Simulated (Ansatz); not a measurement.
The system is As.

```
CELL_PARAMETERS angstrom
2.70368 0.00000 0.00000
0.00000 2.70368 0.00000
0.00000 0.00000 2.70368
ATOMIC_POSITIONS crystal
As 0.50000 0.50000 0.50000
```

This isn't the form of As at room conditions, which is rhombohedral.

* Program: Ansatz 0.2.0
* Task: relaxation of cell and atoms
* Functional: LDA
* Potentials or basis: Ansatz PAW
* Cutoff: 420 eV (not typed: the program's choice for these potentials)
* k mesh: 10 × 10 × 10
* Occupations: fermi-dirac, width 0.05 eV
* Spin: no spin polarisation

At the start: volume 19.76 Å³/atom.

Q: How do energy, volume and symmetry change on relaxing?

A: It ends after 5 steps and the volume is 19.06 Å³/atom (-3.6 %); space group Pm-3m (No. 221, to 0.05 Å).

Step by step:
```csv
step,energy change (eV),largest force (eV/Å),volume (Å³)
1,0.0000,0.0000,19.76
2,-0.0061,0.0000,18.77
3,-0.0074,0.0000,19.08
4,-0.0074,0.0000,19.06
5,-0.0072,0.0000,19.06
```

Final structure:
```
As
1.0
     2.67114    0.00000    0.00000
     0.00000    2.67114    0.00000
     0.00000    0.00000    2.67114
As
1
Direct
  0.50000 0.50000 0.50000
```

Caveat: the plane-wave basis is chosen anew once the cell has moved, so the energies of steps on either side of that aren't comparable; the PAW data sets come from PBE, with cores solved anew for the run's functional, which leaves a small shift of forces and pressure.
